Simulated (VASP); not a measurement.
# CuAu (P4/mmm) in VASP: a series of runs, part 2 of 2

VASP 6.6.1. The steps go on from the part before.

## (3) Single point, PBE (volume scaled by 1.06)

INCAR

```
PREC = Accurate
ENCUT = 520
EDIFF = 1E-7
ISMEAR = -1
SIGMA = 0.05
LREAL = False
LASPH = True
NELM = 100
ALGO = Fast
ISIF = 2
LWAVE = False
LCHARG = False
GGA = PE
NBANDS = 18
```

KPOINTS

```
Automatic mesh
0
Gamma
  13 13 10
```

POSCAR

```
CuAu
1.0
    2.8549159028      0.0000000000      0.0000000000
    0.0000000000      2.8549159028      0.0000000000
    0.0000000000      0.0000000000      3.7419790583
Cu Au
1 1
Direct
    0.5000000000      0.5000000000      0.5000000000
    0.0000000000      0.0000000000      0.0000000000
```

Potentials or basis: VASP PAW PBE potentials, release 64 (Cu, Au).

On the command line:

```bash
$ cat potpaw_PBE.64/Cu/POTCAR potpaw_PBE.64/Au/POTCAR > POTCAR
$ mpirun -np 1 vasp_std > vasp.out
```

OUTCAR:

```text
PREC = Accurate
   ENCUT = 520
   EDIFF = 1E-7
   ISMEAR = -1
   LREAL = False
   LASPH = True
   NELM = 100
   ISIF = 2
   GGA = PE

 ion  position               nearest neighbor table
   1  0.500  0.500  0.500-   2 2.75   2 2.75   2 2.75   2 2.75   2 2.75   2 2.75   2 2.75   2 2.75

   2  0.000  0.000  0.000-   1 2.75   1 2.75   1 2.75   1 2.75   1 2.75   1 2.75   1 2.75   1 2.75

  LATTYP: Found a simple tetragonal cell.
 ALAT       =     2.8549159028
 C/A-ratio  =     1.3107142857
[... 695 lines left out ...]

------------------------ aborting loop because EDIFF is reached ----------------------------------------

  FORCE on cell =-STRESS in cart. coord.  units (eV):
  Direction    XX          YY          ZZ          XY          YZ          ZX
  --------------------------------------------------------------------------------------
  -------------------------------------------------------------------------------------
  Total       -0.4242924     -0.4242924     -0.3635060      0.0000000      0.0000000      0.0000000
  in kB      -22.2888576    -22.2888576    -19.0956361      0.0000000      0.0000000      0.0000000
  external PRESSURE =     -21.2244504 kB  Pullay stress =       0.0000000 kB

 VOLUME and BASIS-vectors are now :
 -----------------------------------------------------------------------------
  energy-cutoff  :      520.00
  volume of cell :       30.50
      direct lattice vectors                 reciprocal lattice vectors
     2.854915903  0.000000000  0.000000000     0.350273015  0.000000000  0.000000000
     0.000000000  2.854915903  0.000000000     0.000000000  0.350273015  0.000000000
     0.000000000  0.000000000  3.741979058     0.000000000  0.000000000  0.267238267

 POSITION                                       TOTAL-FORCE (eV/Angst)
 -----------------------------------------------------------------------------------
      1.42746      1.42746      1.87099         0.000000      0.000000      0.000000
      0.00000      0.00000      0.00000         0.000000      0.000000      0.000000
 -----------------------------------------------------------------------------------
    total drift:                                0.000000      0.000000     -0.000000

  FREE ENERGIE OF THE ION-ELECTRON SYSTEM (eV)
  ---------------------------------------------------
  free  energy   TOTEN  =        -7.0617426656 eV

  energy  without entropy=       -7.0570811133  energy(sigma->0) =       -7.05941189
```

stdout:

```text
POSCAR found type information on POSCAR CuAu
 POSCAR found :  2 types and       2 ions
 scaLAPACK will be used
 LDA part: xc-table for (Slater+PW92), standard interpolation
 POSCAR, INCAR and KPOINTS ok, starting setup
 FFT: planning ... GRIDC
 FFT: planning ... GRID_SOFT
 FFT: planning ... GRID
 WAVECAR not read
 entering main loop
WARNING in EDDRMM: call to ZHEGV failed, returncode =   8  4     16
WARNING in EDDRMM: call to ZHEGV failed, returncode =   8  4     16
```

Run time: 50 s. Hardware: 1 thread of Intel Xeon Platinum 8375C at 2.90GHz (Ice Lake), shared host; peak memory 0.22 GiB.

Results:

```
Free energy            : -7.0617 eV
Pressure               : -2.1 GPa
Band gap on the k mesh : none (metal or under the smearing width)
```

Stress tensor (GPa, compression positive):
```
-2.23  0.00  0.00
 0.00 -2.23  0.00
 0.00  0.00 -1.91
```

Levels at points of the mesh, in eV from the Fermi level:
| k point | band 7 | band 8 | band 9 | band 10 | band 11 | band 12 | band 13 | band 14 | band 15 | band 16 |
| --- | --- | --- | --- | --- | --- | --- | --- | --- | --- | --- |
| (0.00, 0.00, 0.00) | -2.71 | -2.09 | -1.68 | -1.48 | -1.48 | 2.12 | 7.57 | 9.79 | 9.79 | 16.23 |
| (0.00, 0.00, 0.50) | -3.05 | -2.75 | -2.25 | -2.23 | -2.23 | -1.92 | 14.12 | 14.19 | 14.19 | 14.69 |

## (4) Single point, PBE (volume scaled by 1.02)

INCAR

```
  PREC = Accurate
  ENCUT = 520
  EDIFF = 1E-6
  ISMEAR = -1
  SIGMA = 0.05
  LREAL = False
  LASPH = True
  NELM = 100
  ALGO = Normal
  ISIF = 2
  LWAVE = False
  LCHARG = False
  GGA = PE
  NBANDS = 18
```

KPOINTS

```
regular mesh
0
Gamma
  13 13 10
```

POSCAR

```
CuAu
1.0
    2.8185435868      0.0000000000      0.0000000000
    0.0000000000      2.8185435868      0.0000000000
    0.0000000000      0.0000000000      3.6943053441
Cu Au
1 1
Direct
    0.5000000000      0.5000000000      0.5000000000
    0.0000000000      0.0000000000      0.0000000000
```

Potentials or basis: VASP PAW PBE potentials, release 64 (Cu, Au).

On the command line:

```bash
$ cat potpaw_PBE.64/Cu/POTCAR potpaw_PBE.64/Au/POTCAR > POTCAR
$ mpirun -np 1 vasp_std > vasp.out
```

OUTCAR:

```text
PREC = Accurate
   ENCUT = 520
   EDIFF = 1E-6
   ISMEAR = -1
   LREAL = False
   LASPH = True
   NELM = 100
   ISIF = 2
   GGA = PE

 ion  position               nearest neighbor table
   1  0.500  0.500  0.500-   2 2.72   2 2.72   2 2.72   2 2.72   2 2.72   2 2.72   2 2.72   2 2.72

   2  0.000  0.000  0.000-   1 2.72   1 2.72   1 2.72   1 2.72   1 2.72   1 2.72   1 2.72   1 2.72

  LATTYP: Found a simple tetragonal cell.
 ALAT       =     2.8185435868
 C/A-ratio  =     1.3107142857

  Lattice vectors:

 A1 = (   2.8185435868,   0.0000000000,   0.0000000000)
 A2 = (   0.0000000000,   2.8185435868,   0.0000000000)
 A3 = (   0.0000000000,   0.0000000000,   3.6943053441)

Analysis of symmetry for initial positions (statically):
=====================================================================
 Subroutine PRICEL returns:
 Original cell was already a primitive cell.

 Routine SETGRP: Setting up the symmetry group for a
 simple tetragonal supercell.

 Subroutine GETGRP returns: Found 16 space group operations
 (whereof 16 operations were pure point group operations)
[... 161 lines left out ...]
  free energy    TOTEN  =        -7.05750720 eV

  energy without entropy =       -7.05315442  energy(sigma->0) =       -7.05533081

 E-fermi :   8.6579     XC(G=0): -12.6165

 val. band max:        8.6451632102   @ k =   0.4615   0.1538   0.4000
 cond. band min:       8.6692962774   @ k =   0.4615   0.3846   0.1000
 fundamental gap:      0.0241330672
 Fermi energy:         8.6579073817

 k-point     1 :       0.0000    0.0000    0.0000
  band No.  band energies     occupation
      1      -1.0817      2.00000
      2       2.0626      2.00000
      3       2.2272      2.00000
      4       4.5829      2.00000
      5       4.5829      2.00000
      6       5.6193      2.00000
[... 481 lines left out ...]
      5       4.7509      2.00000
      6       5.8889      2.00000
[... 10 lines left out ...]
     17      21.6706      0.00000
     18      21.8714      0.00000

 [... further k-points ...]

------------------------ aborting loop because EDIFF is reached ----------------------------------------

  FORCE on cell =-STRESS in cart. coord.  units (eV):
  Direction    XX          YY          ZZ          XY          YZ          ZX
  --------------------------------------------------------------------------------------
  -------------------------------------------------------------------------------------
  Total        0.5809105      0.5809105      0.6316423      0.0000000      0.0000000      0.0000000
  in kB       31.7130153     31.7130153     34.4825599      0.0000000      0.0000000      0.0000000
  external PRESSURE =      32.6361968 kB  Pullay stress =       0.0000000 kB

 VOLUME and BASIS-vectors are now :
 -----------------------------------------------------------------------------
  energy-cutoff  :      520.00
  volume of cell :       29.35
      direct lattice vectors                 reciprocal lattice vectors
     2.818543587  0.000000000  0.000000000     0.354793165  0.000000000  0.000000000
     0.000000000  2.818543587  0.000000000     0.000000000  0.354793165  0.000000000
     0.000000000  0.000000000  3.694305344     0.000000000  0.000000000  0.270686883

 POSITION                                       TOTAL-FORCE (eV/Angst)
 -----------------------------------------------------------------------------------
      1.40927      1.40927      1.84715         0.000000      0.000000      0.000000
      0.00000      0.00000      0.00000         0.000000      0.000000      0.000000
 -----------------------------------------------------------------------------------
    total drift:                                0.000000      0.000000     -0.000000

  FREE ENERGIE OF THE ION-ELECTRON SYSTEM (eV)
  ---------------------------------------------------
  free  energy   TOTEN  =        -7.0575072005 eV

  energy  without entropy=       -7.0531544185  energy(sigma->0) =       -7.05533081
```

Run time: 36 s. Hardware: 1 thread of Intel Xeon Platinum 8375C at 2.90GHz (Ice Lake), shared host; peak memory 0.22 GiB.

What came out:

| Item | Value |
| --- | --- |
| Free energy | -7.0575 eV |
| Pressure | 3.3 GPa |
| Band gap on the k mesh | none (metal or under the smearing width) |

Stress tensor (GPa, compression positive):
```
3.17 0.00 0.00
0.00 3.17 0.00
0.00 0.00 3.45
```

Spin-orbit coupling is left out, which matters for the levels of Au.

## (5) Overview

```csv
cell,gap on the mesh (eV),pressure (GPa)
as given,none,6.6
volume scaled by 1.06,none,-2.1
volume scaled by 1.02,none,3.3
```

Alike in all rows: task single point; level PBE; potentials or basis VASP PAW PBE potentials, release 64 (Cu, Au); no spin polarisation; k mesh 13 × 13 × 10; cutoff (eV) 520; smearing fermi-dirac 0.05 eV.

Absolute energies hang on the potentials; compare differences alone.
